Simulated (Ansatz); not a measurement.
The cell is COD entry 4111969, as deposited and not checked against the literature; nothing was relaxed. It differs from other determinations.

Below is the log of a run of Ansatz 0.2.0.

```
Nb: output.efg is read without spin–orbit coupling, which moves field gradients at and beside such atoms by some per cent and up to a factor of two; PAW files take it under magnetization.noncollinear and magnetization.spin_orbit
Engine: ansatz 0.2.0
Pseudopotentials: kind: paw
Pseudopotential: Nb, paw, valence charge 13, recommended cutoff 420 eV (normal)
Functional definition: PBE
  parameter kappa = 0.804
  parameter beta = 0.06672455060314922
  exchange = pbe_x(kappa = kappa, mu = beta*pi^2/3)
  correlation = pbe_c(beta = beta)
Crystal: 1 atoms, lattice volume = 18.428 Å³
Basis set: ecut = 420 eV, 369 PW (Γ), exchange–correlation on 40×40×40 points (8 copies of the dense FFT grid, shifted against one another)
Bands: 11, of which v1, the nominal top of the filled ones, is band 7 counted from 1 (6 counted from 0)
Symmetry: 48 space group operations
Space group: Im-3m (ITA 229), of the structure as read, at distance tolerance 2.6e-5 Å
k-points: 120 of 3375
Non-local potential: Nb, projectors of the file, l = 0: 3, l = 1: 2, l = 2: 2, l = 3: 1
PAW form: soft (Blöchl's): semilocal exchange-correlation on the pseudo side does not see the compensation charge
PAW one-centre angular grid: Nb, 590 points (default); XC on 64 Gauss nodes
Initial density: superposition of atomic densities (neutral atoms: chi_scale 0, normalization atom), corrected by the library's trained network
Initial wavefunctions: pseudopotential atomic-orbital guess
Functional: x = pbe(κ = 0.804, μ = 0.2195149727645171), c = pbe(β = 0.06672455060314922)
SCF iter   1: F=—  HF=-4552.282430 eV  |F-HF|=—  |Δ(HF+E_count)|=         —  Δρ=3.59e-3  dr2=1.95e-3  ethr=1.77e-3  ⟨swp⟩=5.3  Hψ=7789  notcnv=0
preconditioner: auto → none  [metal: Δε(μ)=0.014 eV  Ē_g=7.450 eV  σ=0.030 eV  W_gap=0.12  n_scr=0 (ndim 8)  ℏωp=19.3 eV  f_vac=0.000  D(μ)=1.93/eV (n_scr^D=18)]
SCF iter   2: F=—  HF=-4552.282050 eV  |F-HF|=—  |Δ(HF+E_count)|=   3.79e-4  Δρ=1.41e-3  dr2=1.76e-4  ethr=1.50e-5  ⟨swp⟩=2.4  Hψ=3118  notcnv=0  defer=12
SCF iter   3: F=—  HF=-4552.282064 eV  |F-HF|=—  |Δ(HF+E_count)|=   1.33e-5  Δρ=4.47e-4  dr2=1.94e-5  ethr=1.35e-6  ⟨swp⟩=1.0  Hψ=1295  notcnv=0  defer=12
SCF iter   4: F=—  HF=-4552.282066 eV  |F-HF|=—  |Δ(HF+E_count)|=   2.16e-6  Δρ=3.13e-5  dr2=4.39e-8  ethr=1.49e-7  ⟨swp⟩=1.0  Hψ=1295  notcnv=0  defer=12
iter 5 did not close the SCF: its close was put off for the readings that it lacked (scf_convergence_deferred on its scf_iter line)
SCF iter   5: F=-4552.282066 eV  HF=-4552.282066 eV  |F-HF|=3.82e-11  |Δ(HF+E_count)|=   6.05e-8  Δρ=2.30e-6  dr2=3.09e-10  ethr=3.38e-10  ⟨swp⟩=2.1  Hψ=2059  notcnv=0  defer=12
SCF iter   6: F=-4552.282066 eV  HF=-4552.282066 eV  |F-HF|=9.09e-12  |Δ(HF+E_count)|=  3.27e-11  Δρ=5.41e-7  dr2=1.15e-11  ethr=2.38e-12  ⟨swp⟩=1.6  Hψ=3438  notcnv=0
SCF 1 converged in 6 iterations: F = -4552.282066 eV  dr2 = 1.15e-11
  greatest PAW one-centre occupation: 0.998 electrons in one spin orbital (limit 2), on the Nb atom at site 0 (counted from 0), in its partial waves of l = 0
NSCF: frozen V_eff on 57 k-points
SCF converged after 6 iterations
Free energy (F): -4552.282066 eV
Harris-Foulkes:  -4552.282066 eV  (|F-HF|=9.09e-12)
Internal energy: -4552.276730 eV  (E = F + TS)
E sigma→0 (E₀):  -4552.279398 eV
Entropy (-TS):   -0.005336 eV (-5.336 meV/atom)
Fermi energy:    17.324648 eV
--- Per-component energies (eV) ---
  E_band       = -73.566821
  E_kinetic    = 394.314144
  E_local      = -706.700070  (includes V_loc(G=0)·N_el)
  E_nonlocal   = 119.797030
  E_hartree    = 219.713492
  E_xc         = -175.444231
  E_vxc        = -212.819532  (∫ρ·V_xc dr)
  E_paw        = -3073.355147  (= ΣΔE_a)
  E_vpaw       = -107.585400  (= ΣTr[D̂ρ^β])
  E_aug_tail   = 0.000006  (compensation charges beyond the density's cutoff)
  E_ewald      = -1330.601953
  E_smearing   = -0.005336  (= −TS)
  E_closure    = 0.000000  (closes the sum)
  Σ components = -4552.282066   (vs F -4552.282066, Δ=0.00e0)
--- Forces (eV/Å), atoms counted from 1 ---
  atom   1  Nb     0.00000000     0.00000000    -0.00000000
  max |Σ_I F_I| component: 3.29e-32 eV/Å
--- Stress (GPa, compression-positive) ---
       -2.489823      -0.000000       0.000000
       -0.000000      -2.489823      -0.000000
       -0.000000       0.000000      -2.489823
  P = ⅓ Tr σ = -2.4898 GPa (-24.898 kbar)
--- PAW observables at the nuclei: V_zz in 10²¹ V/m², potentials from the cell's mean, atoms counted from 1 ---
  atom   1  Nb V_zz =    +0.000000   η = 0.0000   by run symmetry: forbidden
            electrostatic potential = -6144.414589 V   contact ρ = 540925.574241 e/Å³
--- Band table (eV; the first three rows and the last of 120) ---
  k-point 0: bands = ["-37.0608", "-12.4196", "-12.4196", "-12.4196", "11.4430", "17.6787", "17.6787", "17.6787", "20.5128", "20.5128", "31.3850"]
  k-point 1: bands = ["-37.0513", "-12.4784", "-12.4375", "-12.4200", "11.6215", "17.5696", "17.6525", "17.8492", "20.3476", "20.5137", "31.5285"]
  k-point 2: bands = ["-37.0242", "-12.6422", "-12.4880", "-12.4213", "12.1230", "17.2777", "17.5331", "18.3515", "20.0445", "20.5282", "31.8377"]
  k-point 119: bands = ["-36.6811", "-13.2886", "-13.2778", "-13.2778", "13.7643", "13.7922", "22.4137", "22.4137", "22.6738", "25.9437", "26.6284"]
--- Löwdin populations: 1 site ---
  site symbol       q [e]
     0     Nb     12.9550
  spilling = 0.003463 (of n_electrons = 13.000000)
--- Bader charges: 1 site ---
  site symbol  charge [e]  shift [e]
     0     Nb      0.0000     0.0000
  estimated error of the sums over rays = 3.2e-7 e
```

The cell and starting positions:

```
CELL_PARAMETERS angstrom
-1.66395 1.66395 1.66395
1.66395 -1.66395 1.66395
1.66395 1.66395 -1.66395
ATOMIC_POSITIONS crystal
Nb 0.00000 0.00000 0.00000
```

Parts of the input that the log doesn't repeat:

```yaml
  band_path:
    path:
      - [0.0, 0.0, 0.0]
      - [0.5, -0.5, 0.5]
      - [0.0, 0.0, 0.5]
      - [0.0, 0.0, 0.0]
      - [0.25, 0.25, 0.25]
      - [0.5, -0.5, 0.5]
      - [0.25, 0.25, 0.25]
      - [0.0, 0.0, 0.5]
    npoints: 8
output:
  forces: true
  stress: true
  eigenvalues: true
  efg: { contact_densities: true }
  populations: true
  bader: true
  dos: { projected: true, de: 0.2, e_range: [-14, 8] }
```

**Question.** Write the input that produced this log.

**Answer.** 
```yaml
crystal:
  lattice:
    - [-1.66395, 1.66395, 1.66395]
    - [1.66395, -1.66395, 1.66395]
    - [1.66395, 1.66395, -1.66395]
  atoms:
    - { symbol: Nb, position: [0.0, 0.0, 0.0] }
kpoints:
  mp_grid: { grid: [15, 15, 15] }
  band_path:
    path:
      - [0.0, 0.0, 0.0]
      - [0.5, -0.5, 0.5]
      - [0.0, 0.0, 0.5]
      - [0.0, 0.0, 0.0]
      - [0.25, 0.25, 0.25]
      - [0.5, -0.5, 0.5]
      - [0.25, 0.25, 0.25]
      - [0.0, 0.0, 0.5]
    npoints: 8
scf:
  occupations: { method: fermi_dirac, width: 0.03 }
hamiltonian:
  xc: pbe
  pseudopotentials: { kind: paw }
output:
  forces: true
  stress: true
  eigenvalues: true
  efg: { contact_densities: true }
  populations: true
  bader: true
  dos: { projected: true, de: 0.2, e_range: [-14, 8] }
```
This is the input that was run; digits and keys that the log doesn't show could differ in an equivalent one.
